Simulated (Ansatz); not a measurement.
Is this Si structure a true minimum?

The cell was reached from a generator's guess, though it ends in a space group that the Crystallography Open Database lists for this formula.

The calculation used DFT PBE, scalar-relativistic, plane waves, PAW in Ansatz. Settings: cutoff 420 eV, Γ-centred mesh 8×8×8 on the computed 2-atom cell, Gaussian smearing of 0.02 eV; no spin polarisation.

The cell below (2 atoms, space group Fd-3m (No. 227)) is relaxed within its symmetry.

```
Si
1.0
     0.00000    2.73489    2.73489
     2.73489    0.00000    2.73489
     2.73489    2.73489    0.00000
Si
2
Cartesian
  4.1023 4.1023 4.1023
  2.7349 2.7349 2.7349
```

For the test a repeat of it with 4 atoms (edges 3.87, 3.87, 6.70 Å) was strained at random (σ = 1.5 % a component), the atoms were moved at random (σ = 0.15 Å), and all was relaxed again on a coarse 6×6×6 mesh (in the run’s order of axes) with 0.10 eV smearing, with no symmetry imposed.

Question: Is the structure stable against such a distortion?

Answer: It returns, within 1 meV/atom of the unmoved cell on that mesh and with the same symmetry when read at 0.1 Å (R-3m at 0.01 Å, so small strains and shifts remain). So it is stable against the distortions that fit this cell and that this random move excites. Modes that don't fit the cell aren't tested.
